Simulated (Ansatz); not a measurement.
GaN in the rocksalt structure, relaxed with r2SCAN in Ansatz 0.2.0. The symmetry is Fm-3m (No. 225, cubic); a = 4.217 Å in the conventional setting, 9.37 Å³ an atom. Ga is surrounded by 6 N at 2.11 Å; N is surrounded by 6 Ga at 2.11 Å.

The axes x, y and z are those of this cell:
```xyz
2
Lattice="0.0000 2.1085 2.1085 2.1085 0.0000 2.1085 2.1085 2.1085 0.0000" Properties=species:S:1:pos:R:3 pbc="T T T"
Ga    0.0000    0.0000    0.0000
N     2.1085    2.1085    2.1085
```

Unstrained: With PBE the valence top lies at Γ–K (0.47 of the way from Γ) and the conduction bottom at X, 0.633 eV higher; the smallest vertical gap, at Γ, is 2.830 eV. The r2SCAN gap is indirect, 1.159 eV (Γ–K (0.47 of the way from Γ) to X), below the direct gap of 3.377 eV at Γ. With HSE06 the valence top lies at Γ–K (0.47 of the way from Γ) and the conduction bottom at X, 1.898 eV higher; the smallest vertical gap, at Γ, is 4.144 eV. Meshes: PBE 10×10×10, r2SCAN 10×10×10, HSE06 8×8×8. Strains are changes of length per length. After each strain the atoms were relaxed again with r2SCAN within the symmetry that the strain leaves, so tilts or polar shifts that break it weren't tested; points keep the names that they have in the unstrained zone. (Calculated; spin-unpolarised; the phase may be known or hypothetical.)

Q: One strain changed the r2SCAN stress by xx -8.65, yy -8.65, zz -8.65, xy -6.06, xz -6.06, yz -6.06 GPa (compression positive) and the gap by -0.387 eV (PBE), -0.410 eV (r2SCAN), -0.433 eV (HSE06). Which kind of strain was it, and roughly how large?

A: Uniaxial +4.0 % along [111], other directions held. The pattern of the stress gives the kind; the size needs the stiffness, so it is an estimate.

Q: Apply isotropic -2.0 % on every length. How far does the gap move, against the unstrained cell?

A: PBE: the gap goes from 0.633 to 1.032 eV (+0.399 eV). r2SCAN: the gap goes from 1.159 to 1.585 eV (+0.426 eV). HSE06: the gap goes from 1.898 to 2.367 eV (+0.469 eV). The r2SCAN energy rises by 27.5 meV an atom.

Q: One strain changed the r2SCAN stress by xx -7.74, yy -7.74, zz +0.03 GPa (compression positive) and the gap by -0.440 eV (PBE), -0.450 eV (r2SCAN), -0.478 eV (HSE06). Which kind of strain was it, and roughly how large?

A: Epitaxial +2.5 % in the xy plane, free normal strain -2.30 %. The pattern of the stress gives the kind; the size needs the stiffness, so it is an estimate.

Q: Apply uniaxial +3.0 % along z, other directions held. How far does the gap move, against the unstrained cell?

A: PBE: the gap goes from 0.633 to 0.327 eV (-0.306 eV); the edges go from Γ–K (0.47) → X to Γ–K (0.49) → X. r2SCAN: the gap goes from 1.159 to 0.838 eV (-0.321 eV); the edges go from Γ–K (0.47) → X to Γ–K (0.49) → X. HSE06: the gap goes from 1.898 to 1.554 eV (-0.344 eV); the edges go from Γ–K (0.47) → X to Γ–K (0.49) → X. The r2SCAN energy rises by 8.7 meV an atom.

Where an edge lies off the special points, it is a point of the mesh or the k point where a search put PBE's edge or least direct gap, reused for the other functionals, whose own edges may lie a little apart.

The meshes of the hybrids are coarse, so their gaps aren't converged to the digits shown.
